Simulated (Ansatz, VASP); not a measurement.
**Ti in VASP and in Ansatz**

```
Ti
1.0
     0.00000    2.09090    2.03000
     2.09090    0.00000    2.03000
     2.09090    2.09090    0.00000
Ti
1
Direct
  0.00000 0.00000 0.00000
```

Change from the starting cell: strain +0.030 along x and y, +0.000 along z, atoms carried along.

Alike in both runs: task single point; functional PBEsol; k mesh 20 × 20 × 20; occupations gaussian, width 0.15 eV; no spin polarisation.

```csv
,VASP,Ansatz
version,VASP 6.6.1,Ansatz 0.2.0
potentials or method,"VASP PAW PBE potentials, release 64 (Ti_sv)","scalar-relativistic, plane waves, PAW"
plane-wave cutoff (eV),520,420
valence electrons in the cell,12,12
```

|  | VASP | Ansatz | Ansatz less VASP |
| --- | --- | --- | --- |
| gap on the k mesh at the Fermi level (eV) | none | none | - |
| pressure (GPa) | -6.5 | -6.3 | +0.19 |
| largest component of the traceless stress (GPa) | 0.67 | 0.67 | -0.003 |

A gap of «none» marks a metal or a gap that the smearing closes.

Caveats: the PAW data sets were made with another functional, which shifts forces and pressure a little (VASP).
